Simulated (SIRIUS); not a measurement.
# BAs (F-43m) in SIRIUS: notebook, part 2 of 8

SIRIUS 7.12.0. The steps go on from the part before.

### Step 3. Equation of state, PBEsol, 12.81 Å³/atom (volume scaled by 0.94)

Input file sirius.json:

```json
{
  "control": {
    "processing_unit": "cpu",
    "std_evp_solver_name": "lapack",
    "gen_evp_solver_name": "lapack",
    "verbosity": 2,
    "print_forces": false,
    "ortho_rf": true,
    "use_second_variation": true,
    "rmt_max": 3.0,
    "num_bands_to_print": 21,
    "save_wf": true
  },
  "parameters": {
    "electronic_structure_method": "full_potential_lapwlo",
    "xc_functionals": ["XC_GGA_X_PBE_SOL", "XC_GGA_C_PBE_SOL"],
    "core_relativity": "dirac",
    "valence_relativity": "iora",
    "num_fv_states": 21,
    "smearing": "fermi_dirac",
    "smearing_width": 0.0018374661,
    "pw_cutoff": 21,
    "gk_cutoff": 4.09,
    "lmax_apw": 10,
    "lmax_rho": 8,
    "lmax_pot": 8,
    "num_mag_dims": 0,
    "auto_rmt": 0,
    "ngridk": [10, 10, 10],
    "shiftk": [0, 0, 0],
    "num_dft_iter": 80,
    "energy_tol": 1e-07,
    "density_tol": 1e-05,
    "use_symmetry": true
  },
  "settings": {"tol_ne": 1e-10},
  "iterative_solver": {"type": "exact"},
  "mixer": {"type": "anderson", "beta": 0.5, "max_history": 8},
  "unit_cell": {
    "lattice_vectors": [[0.0, 4.4214704876, 4.4214704876], [4.4214704876, 0.0, 4.4214704876], [4.4214704876, 4.4214704876, 0.0]],
    "atom_types": ["As", "B"],
    "atom_files": {"As": "As.json", "B": "B.json"},
    "atoms": {"As": [[0.75, 0.75, 0.75]], "B": [[0.0, 0.0, 0.0]]}
  }
}
```

Input file As.json:

```json
{
  "name": "arsenic",
  "symbol": "As",
  "number": 33,
  "mass": 74.9216,
  "rmin": 1e-06,
  "rmt": 2.18,
  "nrmt": 800,
  "rinf": 15.07,
  "core": "1s2s2p",
  "valence": [
    {"basis": [{"enu": 0.12, "dme": 0, "n": 0, "auto": 0}, {"enu": 0.12, "dme": 1, "n": 0, "auto": 0}]},
    {"l": 0, "n": 1, "basis": [{"enu": 0.0986, "dme": 0, "n": 0, "auto": 0}]},
    {"l": 1, "n": 2, "basis": [{"enu": 0.22, "dme": 0, "n": 0, "auto": 0}]},
    {"l": 2, "n": 3, "basis": [{"enu": 0.22, "dme": 0, "n": 0, "auto": 0}]},
    {"l": 3, "n": 4, "basis": [{"enu": 0.22, "dme": 0, "n": 0, "auto": 0}]}
  ],
  "lo": [
    {
      "l": 0,
      "basis": [{"enu": 0.0986, "dme": 0, "n": 0, "auto": 0}, {"enu": 0.0986, "dme": 1, "n": 0, "auto": 0}]
    },
    {
      "l": 0,
      "basis": [{"enu": 0.0986, "dme": 1, "n": 0, "auto": 0}, {"enu": 0.0986, "dme": 2, "n": 0, "auto": 0}]
    },
    {
      "l": 0,
      "basis": [{"enu": -6.5308, "dme": 0, "n": 3, "auto": 1}, {"enu": -6.5308, "dme": 1, "n": 3, "auto": 1}]
    },
    {
      "l": 0,
      "basis": [{"enu": 0.0986, "dme": 0, "n": 0, "auto": 0}, {"enu": 2.6236, "dme": 0, "n": 0, "auto": 0}]
    },
    {"l": 1, "basis": [{"enu": 0.22, "dme": 0, "n": 0, "auto": 0}, {"enu": 0.22, "dme": 1, "n": 0, "auto": 0}]},
    {
      "l": 1,
      "basis": [{"enu": -4.4809, "dme": 0, "n": 3, "auto": 1}, {"enu": -4.4809, "dme": 1, "n": 3, "auto": 1}]
    },
    {
      "l": 1,
      "basis": [{"enu": -4.4809, "dme": 1, "n": 3, "auto": 1}, {"enu": 0.22, "dme": 0, "n": 0, "auto": 0}]
    },
    {"l": 1, "basis": [{"enu": 0.22, "dme": 0, "n": 0, "auto": 0}, {"enu": 4.0917, "dme": 0, "n": 0, "auto": 0}]},
    {"l": 2, "basis": [{"enu": 0.22, "dme": 0, "n": 0, "auto": 0}, {"enu": 0.22, "dme": 1, "n": 0, "auto": 0}]},
    {
      "l": 2,
      "basis": [{"enu": -1.0885, "dme": 0, "n": 3, "auto": 1}, {"enu": -1.0885, "dme": 1, "n": 3, "auto": 1}]
    },
    {
      "l": 2,
      "basis": [{"enu": -1.0885, "dme": 1, "n": 3, "auto": 1}, {"enu": 0.22, "dme": 0, "n": 0, "auto": 0}]
    },
    {"l": 2, "basis": [{"enu": 0.22, "dme": 0, "n": 0, "auto": 0}, {"enu": 4.5967, "dme": 0, "n": 0, "auto": 0}]},
    {"l": 3, "basis": [{"enu": 0.22, "dme": 0, "n": 0, "auto": 0}, {"enu": 0.22, "dme": 1, "n": 0, "auto": 0}]},
    {"l": 3, "basis": [{"enu": 0.22, "dme": 0, "n": 0, "auto": 0}, {"enu": 3.8813, "dme": 0, "n": 0, "auto": 0}]}
  ],
  "free_atom": [... radial grid and density of the free atom, the start of the SCF ...]
}
```

Input file B.json:

```json
{
  "name": "boron",
  "symbol": "B",
  "number": 5,
  "mass": 10.811,
  "rmin": 1e-06,
  "rmt": 1.59,
  "nrmt": 800,
  "rinf": 17.81,
  "core": "",
  "valence": [
    {"basis": [{"enu": 0.12, "dme": 0, "n": 0, "auto": 0}, {"enu": 0.12, "dme": 1, "n": 0, "auto": 0}]},
    {"l": 0, "n": 1, "basis": [{"enu": 0.1659, "dme": 0, "n": 0, "auto": 0}]},
    {"l": 1, "n": 2, "basis": [{"enu": 0.22, "dme": 0, "n": 0, "auto": 0}]},
    {"l": 2, "n": 3, "basis": [{"enu": 0.22, "dme": 0, "n": 0, "auto": 0}]},
    {"l": 3, "n": 4, "basis": [{"enu": 0.22, "dme": 0, "n": 0, "auto": 0}]}
  ],
  "lo": [
    {
      "l": 0,
      "basis": [{"enu": 0.1659, "dme": 0, "n": 0, "auto": 0}, {"enu": 0.1659, "dme": 1, "n": 0, "auto": 0}]
    },
    {
      "l": 0,
      "basis": [{"enu": 0.1659, "dme": 1, "n": 0, "auto": 0}, {"enu": 0.1659, "dme": 2, "n": 0, "auto": 0}]
    },
    {
      "l": 0,
      "basis": [{"enu": -6.2064, "dme": 0, "n": 1, "auto": 1}, {"enu": -6.2064, "dme": 1, "n": 1, "auto": 1}]
    },
    {
      "l": 0,
      "basis": [{"enu": 0.1659, "dme": 0, "n": 0, "auto": 0}, {"enu": 4.9125, "dme": 0, "n": 0, "auto": 0}]
    },
    {"l": 1, "basis": [{"enu": 0.22, "dme": 0, "n": 0, "auto": 0}, {"enu": 0.22, "dme": 1, "n": 0, "auto": 0}]},
    {"l": 1, "basis": [{"enu": 0.22, "dme": 1, "n": 0, "auto": 0}, {"enu": 0.22, "dme": 2, "n": 0, "auto": 0}]},
    {"l": 1, "basis": [{"enu": 0.22, "dme": 0, "n": 0, "auto": 0}, {"enu": 5.6786, "dme": 0, "n": 0, "auto": 0}]},
    {"l": 2, "basis": [{"enu": 0.22, "dme": 0, "n": 0, "auto": 0}, {"enu": 0.22, "dme": 1, "n": 0, "auto": 0}]},
    {"l": 2, "basis": [{"enu": 0.22, "dme": 1, "n": 0, "auto": 0}, {"enu": 0.22, "dme": 2, "n": 0, "auto": 0}]},
    {"l": 2, "basis": [{"enu": 0.22, "dme": 0, "n": 0, "auto": 0}, {"enu": 6.3906, "dme": 0, "n": 0, "auto": 0}]},
    {"l": 3, "basis": [{"enu": 0.22, "dme": 0, "n": 0, "auto": 0}, {"enu": 0.22, "dme": 1, "n": 0, "auto": 0}]}
  ],
  "free_atom": [... radial grid and density of the free atom, the start of the SCF ...]
}
```

Input file sirius_start.json:

```json
{
  "control": {
    "processing_unit": "cpu",
    "std_evp_solver_name": "lapack",
    "gen_evp_solver_name": "lapack",
    "verbosity": 1,
    "print_forces": false,
    "ortho_rf": true,
    "use_second_variation": true,
    "rmt_max": 3.0,
    "num_bands_to_print": 21,
    "save_wf": false
  },
  "parameters": {
    "electronic_structure_method": "full_potential_lapwlo",
    "xc_functionals": ["XC_LDA_X", "XC_LDA_C_PW"],
    "core_relativity": "dirac",
    "valence_relativity": "iora",
    "num_fv_states": 21,
    "smearing": "fermi_dirac",
    "smearing_width": 0.0055123983,
    "pw_cutoff": 21,
    "gk_cutoff": 3.27,
    "lmax_apw": 10,
    "lmax_rho": 8,
    "lmax_pot": 8,
    "num_mag_dims": 0,
    "auto_rmt": 0,
    "ngridk": [4, 4, 4],
    "shiftk": [0, 0, 0],
    "num_dft_iter": 30,
    "energy_tol": 0.01,
    "density_tol": 0.05,
    "use_symmetry": true
  },
  "settings": {"tol_ne": 1e-10},
  "iterative_solver": {"type": "exact"},
  "mixer": {"type": "anderson", "beta": 0.5, "max_history": 8},
  "unit_cell": {
    "lattice_vectors": [[0.0, 4.4214704876, 4.4214704876], [4.4214704876, 0.0, 4.4214704876], [4.4214704876, 4.4214704876, 0.0]],
    "atom_types": ["As", "B"],
    "atom_files": {"As": "As.json", "B": "B.json"},
    "atoms": {"As": [[0.75, 0.75, 0.75]], "B": [[0.0, 0.0, 0.0]]}
  }
}
```

Potentials or basis: all-electron FP-LAPW, apw+lo standard.

Command:

```console
OMP_NUM_THREADS=1 sirius.scf --input=sirius_start.json --output=start.json
OMP_NUM_THREADS=1 sirius.scf --input=sirius.json --output=output.json --task=1
```

Standard output:

```text
[info] SIRIUS version : 7.12.0
[info] number of MPI ranks           : 1
[info] MPI grid                      : 1 1
[info] maximum number of OMP threads : 1
[fft] FFT context for density and potential
[fft] =====================================
[fft]   plane wave cutoff                     : 21
[fft]   grid size                             : 45 45 45   total : 91125
[fft]   grid limits                           : -22 22   -22 22   -22 22
[fft]   number of G-vectors within the cutoff : 26933
[fft]   number of G-shells                    : 739
[fft] FFT context for coarse grid
[fft] =====================================
[fft]   plane wave cutoff                     : 8.18
[fft]   grid size                             : 20 20 20   total : 8000
[fft]   grid limits                           : -9 10   -9 10   -9 10
[fft]   number of G-vectors within the cutoff : 1639
[fft]   number of G-shells                    : 65
[unit cell] lattice vectors
[unit cell]   a1 :       0.0000000000      4.4214704876      4.4214704876
[unit cell]   a2 :       4.4214704876      0.0000000000      4.4214704876
[unit cell]   a3 :       4.4214704876      4.4214704876      0.0000000000
[unit cell] reciprocal lattice vectors
[unit cell]   b1 :      -0.7105311824      0.7105311824      0.7105311824
[... 387 lines left out ...]
[find] Total energy                   :   -2284.22995225 (Ha),   -4568.45990449 (Ry)
[find] iteration : 2, RMS (target) : 2.2945e-03 (1.0000e-05) , energy difference (target) : 8.1379e-06 (1.0000e-07)
[find] Total energy                   :   -2284.22995762 (Ha),   -4568.45991523 (Ry)
[find] iteration : 3, RMS (target) : 7.2078e-04 (1.0000e-05) , energy difference (target) : -5.3685e-06 (1.0000e-07)
[... 15 lines left out ...]
[find] valence_eval_sum               :     -61.25755783
[find] core_eval_sum                  :   -1252.04830962
[find] kinetic energy                 :    2333.62080560
[find] enuc                           :   -2764.68602784
[find] <rho|V^{XC}>                   :    -113.10549126
[find] <rho|E^{XC}>                   :     -86.25415572
[find] <mag|B^{XC}>                   :       0.00000000
[find] <rho|V^{H}>                    :   -3533.82118179
[find] smearing (-TS)                 :      -0.00000001
[find] SCF correction                 :       0.00001222
[find] Total energy                   :   -2284.22995663 (Ha),   -4568.45991327 (Ry)
[find] Free energy (E-TS)             :   -2284.22995665 (Ha),   -4568.45991330 (Ry)
[find] band gap (eV)                  :       1.02324213
[find] Efermi                         :       0.32556090
[find] iteration : 6, RMS (target) : 3.8322e-06 (1.0000e-05) , energy difference (target) : 8.6701e-08 (1.0000e-07)
[find] converged after 7 SCF iterations!
[find] Charges and magnetic moments
[find] --------------------------------------------------------------------------------
[find] atom      charge    core leakage
[find] --------------------------------------------------------------------------------
[find]    0   31.137000    0.000000e+00
[find]    1    3.525367    0.000000e+00
[find] total core leakage    : 0.00000000e+00
[find] interstitial charge   : 3.337633
[find] total charge          : 37.999999
[find] Energy
[find] --------------------------------------------------------------------------------
[find] valence_eval_sum               :     -61.25755783
[find] core_eval_sum                  :   -1252.04830962
[find] kinetic energy                 :    2333.62080560
[find] enuc                           :   -2764.68602784
[find] <rho|V^{XC}>                   :    -113.10549126
[find] <rho|E^{XC}>                   :     -86.25415572
[find] <mag|B^{XC}>                   :       0.00000000
[find] <rho|V^{H}>                    :   -3533.82118179
[find] smearing (-TS)                 :      -0.00000001
[find] SCF correction                 :       0.00001222
[find] Total energy                   :   -2284.22995663 (Ha),   -4568.45991327 (Ry)
[find] Free energy (E-TS)             :   -2284.22995665 (Ha),   -4568.45991330 (Ry)
[find] band gap (eV)                  :       1.02324213
[find] Efermi                         :       0.32556090
```

Run time: 45 s. Hardware: 1 thread of Arm Neoverse V1, shared host; peak memory 0.43 GiB.

Results:

- Free energy: -62157.0636 eV
- Band gap on the k mesh: 1.02 eV, indirect (least direct gap 3.32 eV)
- All electrons inside the program's atomic spheres: As 31.14; B 3.53 (radii As 2.18, B 1.59 bohr)

### Step 4. Equation of state, PBEsol, 13.08 Å³/atom (volume scaled by 0.96)

sirius.json: that of step 3 with these lines changed.

```diff
@@ -39,3 +39,3 @@
   "unit_cell": {
-    "lattice_vectors": [[0.0, 4.4214704876, 4.4214704876], [4.4214704876, 0.0, 4.4214704876], [4.4214704876, 4.4214704876, 0.0]],
+    "lattice_vectors": [[0.0, 4.4526086295, 4.4526086295], [4.4526086295, 0.0, 4.4526086295], [4.4526086295, 4.4526086295, 0.0]],
     "atom_types": ["As", "B"],
```

Input file As.json:

```json
{
  "name": "arsenic",
  "symbol": "As",
  "number": 33,
  "mass": 74.9216,
  "rmin": 1e-06,
  "rmt": 2.18,
  "nrmt": 800,
  "rinf": 15.07,
  "core": "1s2s2p",
  "valence": [
    {"basis": [{"enu": 0.11, "dme": 0, "n": 0, "auto": 0}, {"enu": 0.11, "dme": 1, "n": 0, "auto": 0}]},
    {"l": 0, "n": 1, "basis": [{"enu": 0.0886, "dme": 0, "n": 0, "auto": 0}]},
    {"l": 1, "n": 2, "basis": [{"enu": 0.21, "dme": 0, "n": 0, "auto": 0}]},
    {"l": 2, "n": 3, "basis": [{"enu": 0.21, "dme": 0, "n": 0, "auto": 0}]},
    {"l": 3, "n": 4, "basis": [{"enu": 0.21, "dme": 0, "n": 0, "auto": 0}]}
  ],
  "lo": [
    {
      "l": 0,
      "basis": [{"enu": 0.0886, "dme": 0, "n": 0, "auto": 0}, {"enu": 0.0886, "dme": 1, "n": 0, "auto": 0}]
    },
    {
      "l": 0,
      "basis": [{"enu": 0.0886, "dme": 1, "n": 0, "auto": 0}, {"enu": 0.0886, "dme": 2, "n": 0, "auto": 0}]
    },
    {
      "l": 0,
      "basis": [{"enu": -6.5408, "dme": 0, "n": 3, "auto": 1}, {"enu": -6.5408, "dme": 1, "n": 3, "auto": 1}]
    },
    {
      "l": 0,
      "basis": [{"enu": 0.0886, "dme": 0, "n": 0, "auto": 0}, {"enu": 2.6136, "dme": 0, "n": 0, "auto": 0}]
    },
    {"l": 1, "basis": [{"enu": 0.21, "dme": 0, "n": 0, "auto": 0}, {"enu": 0.21, "dme": 1, "n": 0, "auto": 0}]},
    {
      "l": 1,
      "basis": [{"enu": -4.4909, "dme": 0, "n": 3, "auto": 1}, {"enu": -4.4909, "dme": 1, "n": 3, "auto": 1}]
    },
    {
      "l": 1,
      "basis": [{"enu": -4.4909, "dme": 1, "n": 3, "auto": 1}, {"enu": 0.21, "dme": 0, "n": 0, "auto": 0}]
    },
    {"l": 1, "basis": [{"enu": 0.21, "dme": 0, "n": 0, "auto": 0}, {"enu": 4.0817, "dme": 0, "n": 0, "auto": 0}]},
    {"l": 2, "basis": [{"enu": 0.21, "dme": 0, "n": 0, "auto": 0}, {"enu": 0.21, "dme": 1, "n": 0, "auto": 0}]},
    {
      "l": 2,
      "basis": [{"enu": -1.0985, "dme": 0, "n": 3, "auto": 1}, {"enu": -1.0985, "dme": 1, "n": 3, "auto": 1}]
    },
    {
      "l": 2,
      "basis": [{"enu": -1.0985, "dme": 1, "n": 3, "auto": 1}, {"enu": 0.21, "dme": 0, "n": 0, "auto": 0}]
    },
    {"l": 2, "basis": [{"enu": 0.21, "dme": 0, "n": 0, "auto": 0}, {"enu": 4.5867, "dme": 0, "n": 0, "auto": 0}]},
    {"l": 3, "basis": [{"enu": 0.21, "dme": 0, "n": 0, "auto": 0}, {"enu": 0.21, "dme": 1, "n": 0, "auto": 0}]},
    {"l": 3, "basis": [{"enu": 0.21, "dme": 0, "n": 0, "auto": 0}, {"enu": 3.8713, "dme": 0, "n": 0, "auto": 0}]}
  ],
  "free_atom": [... radial grid and density of the free atom, the start of the SCF ...]
}
```

Input file B.json:

```json
{
  "name": "boron",
  "symbol": "B",
  "number": 5,
  "mass": 10.811,
  "rmin": 1e-06,
  "rmt": 1.59,
  "nrmt": 800,
  "rinf": 17.81,
  "core": "",
  "valence": [
    {"basis": [{"enu": 0.11, "dme": 0, "n": 0, "auto": 0}, {"enu": 0.11, "dme": 1, "n": 0, "auto": 0}]},
    {"l": 0, "n": 1, "basis": [{"enu": 0.1559, "dme": 0, "n": 0, "auto": 0}]},
    {"l": 1, "n": 2, "basis": [{"enu": 0.21, "dme": 0, "n": 0, "auto": 0}]},
    {"l": 2, "n": 3, "basis": [{"enu": 0.21, "dme": 0, "n": 0, "auto": 0}]},
    {"l": 3, "n": 4, "basis": [{"enu": 0.21, "dme": 0, "n": 0, "auto": 0}]}
  ],
  "lo": [
    {
      "l": 0,
      "basis": [{"enu": 0.1559, "dme": 0, "n": 0, "auto": 0}, {"enu": 0.1559, "dme": 1, "n": 0, "auto": 0}]
    },
    {
      "l": 0,
      "basis": [{"enu": 0.1559, "dme": 1, "n": 0, "auto": 0}, {"enu": 0.1559, "dme": 2, "n": 0, "auto": 0}]
    },
    {
      "l": 0,
      "basis": [{"enu": -6.2164, "dme": 0, "n": 1, "auto": 1}, {"enu": -6.2164, "dme": 1, "n": 1, "auto": 1}]
    },
    {
      "l": 0,
      "basis": [{"enu": 0.1559, "dme": 0, "n": 0, "auto": 0}, {"enu": 4.9025, "dme": 0, "n": 0, "auto": 0}]
    },
    {"l": 1, "basis": [{"enu": 0.21, "dme": 0, "n": 0, "auto": 0}, {"enu": 0.21, "dme": 1, "n": 0, "auto": 0}]},
    {"l": 1, "basis": [{"enu": 0.21, "dme": 1, "n": 0, "auto": 0}, {"enu": 0.21, "dme": 2, "n": 0, "auto": 0}]},
    {"l": 1, "basis": [{"enu": 0.21, "dme": 0, "n": 0, "auto": 0}, {"enu": 5.6686, "dme": 0, "n": 0, "auto": 0}]},
    {"l": 2, "basis": [{"enu": 0.21, "dme": 0, "n": 0, "auto": 0}, {"enu": 0.21, "dme": 1, "n": 0, "auto": 0}]},
    {"l": 2, "basis": [{"enu": 0.21, "dme": 1, "n": 0, "auto": 0}, {"enu": 0.21, "dme": 2, "n": 0, "auto": 0}]},
    {"l": 2, "basis": [{"enu": 0.21, "dme": 0, "n": 0, "auto": 0}, {"enu": 6.3806, "dme": 0, "n": 0, "auto": 0}]},
    {"l": 3, "basis": [{"enu": 0.21, "dme": 0, "n": 0, "auto": 0}, {"enu": 0.21, "dme": 1, "n": 0, "auto": 0}]}
  ],
  "free_atom": [... radial grid and density of the free atom, the start of the SCF ...]
}
```

sirius_start.json: that of step 3 with these lines changed.

```diff
@@ -39,3 +39,3 @@
   "unit_cell": {
-    "lattice_vectors": [[0.0, 4.4214704876, 4.4214704876], [4.4214704876, 0.0, 4.4214704876], [4.4214704876, 4.4214704876, 0.0]],
+    "lattice_vectors": [[0.0, 4.4526086295, 4.4526086295], [4.4526086295, 0.0, 4.4526086295], [4.4526086295, 4.4526086295, 0.0]],
     "atom_types": ["As", "B"],
```

Command:

```console
OMP_NUM_THREADS=1 sirius.scf --input=sirius_start.json --output=start.json
OMP_NUM_THREADS=1 sirius.scf --input=sirius.json --output=output.json --task=1
```

It took 46 s on 1 thread of Arm Neoverse V1, shared host; peak memory 0.43 GiB.

The run converged. Its results:

- Free energy: -62157.0873 eV
- Band gap on the k mesh: 1.04 eV, indirect (least direct gap 3.30 eV)
- All electrons inside the program's atomic spheres: As 31.11; B 3.50 (radii As 2.18, B 1.59 bohr)

(Part 2 of 8 ends here.)
